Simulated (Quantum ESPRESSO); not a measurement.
A calculation with Quantum ESPRESSO 7.5 of MgB2 (native input, structure typed inline):

The input pw.in:

```
&CONTROL
  calculation = 'scf'
  prefix = 'pwscf'
  outdir = './tmp'
  pseudo_dir = './pseudo'
  tprnfor = .true.
  tstress = .true.
  disk_io = 'low'
/
&SYSTEM
  ibrav = 0
  celldm(1) = 8
  nat = 3
  ntyp = 2
  ecutwfc = 45
  ecutrho = 360
  nbnd = 14
  occupations = 'smearing'
  smearing = 'fd'
  degauss = 0.00367493
/
&ELECTRONS
  conv_thr = 6d-10
  electron_maxstep = 120
  mixing_beta = 0.5
/
ATOMIC_SPECIES
Mg    24.3050 mg_pbesol_v1.4.uspp.F.UPF
B     10.8100 b_pbesol_v1.4.uspp.F.UPF
CELL_PARAMETERS alat
  0.7287256368088   0.0000000000000   0.0000000000000
 -0.3643628184044   0.6310949138713   0.0000000000000
  0.0000000000000   0.0000000000000   0.8321881421321
ATOMIC_POSITIONS crystal
Mg     0.0000000000    0.0000000000    0.0000000000
B      0.6666666667    0.3333333333    0.5000000000
B      0.3333333333    0.6666666667    0.5000000000
K_POINTS automatic
10 10 8 0 0 0
```

Contents of pp_density.in:

```
&INPUTPP
  prefix = 'pwscf'
  outdir = './tmp'
  filplot = 'density.dat'
  plot_num = 0
/
&PLOT
  nfile = 1
  filepp(1) = 'density.dat'
  iflag = 3
  output_format = 6
  fileout = 'density.cube'
/
```

Contents of pp_potential.in:

```
&INPUTPP
  prefix = 'pwscf'
  outdir = './tmp'
  filplot = 'potential.dat'
  plot_num = 11
/
&PLOT
  nfile = 1
  filepp(1) = 'potential.dat'
  iflag = 3
  output_format = 6
  fileout = 'potential.cube'
/
```

Potentials or basis: GBRV 1.5 PBEsol.

Run with:

```console
$ OMP_NUM_THREADS=1 mpirun -n 2 pw.x -nk 2 -in pw.in > pw.out
$ OMP_NUM_THREADS=1 mpirun -n 1 pp.x -in pp_density.in > pp_density.out
$ OMP_NUM_THREADS=1 mpirun -n 1 pp.x -in pp_potential.in > pp_potential.out
```

Question: Write the same calculation in another form: ASE script, structure from a POSCAR.

Answer: As run:

run.py

```python
import numpy as np
from ase.calculators.espresso import Espresso, EspressoProfile
from ase.io import read

atoms = read('POSCAR')

input_data = {
    'control': {'calculation': 'scf', 'prefix': 'pwscf', 'outdir': './tmp', 'tprnfor': True, 'tstress': True, 'disk_io': 'nowf'},
    'system': {'ecutwfc': 45.0, 'ecutrho': 360.0, 'nbnd': 14, 'occupations': 'smearing', 'smearing': 'fd', 'degauss': 0.00367493},
    'electrons': {'conv_thr': 6e-10, 'electron_maxstep': 120, 'mixing_beta': 0.5},
}
pseudopotentials = {'B': 'b_pbesol_v1.4.uspp.F.UPF', 'Mg': 'mg_pbesol_v1.4.uspp.F.UPF'}
profile = EspressoProfile(command='mpirun -n 2 pw.x -nk 2', pseudo_dir='pseudo')
dft = Espresso(profile=profile, input_data=input_data, pseudopotentials=pseudopotentials, kpts=(10, 10, 8), koffset=(0, 0, 0))
atoms.calc = dft

print(f'energy {atoms.get_potential_energy():.8f} eV')
print('forces (eV/A)')
print(np.round(atoms.get_forces(), 6))
print('stress (eV/A^3, Voigt)')
print(np.round(atoms.get_stress(), 8))
print(f'Fermi level {dft.get_fermi_level():.4f} eV')
```

The input POSCAR:

```
MgB2
1.0
    3.0850000000      0.0000000000      0.0000000000
   -1.5425000000      2.6716883707      0.0000000000
    0.0000000000      0.0000000000      3.5230000000
Mg B
1 2
Direct
    0.0000000000      0.0000000000      0.0000000000
    0.6666666667      0.3333333333      0.5000000000
    0.3333333333      0.6666666667      0.5000000000
```

Potentials or basis: GBRV 1.5 PBEsol.

The run is started by

```bash
$ OMP_NUM_THREADS=1 python run.py
```

Both were run:

|  | native input, structure typed inline | ASE script, structure from a POSCAR |
| --- | --- | --- |
| Pressure | -3.0 GPa | -3.0 GPa |
| Band gap on the k mesh | none (metal or under the smearing width) | none (metal or under the smearing width) |

Keys that steer only the numerical path or the files written may differ.
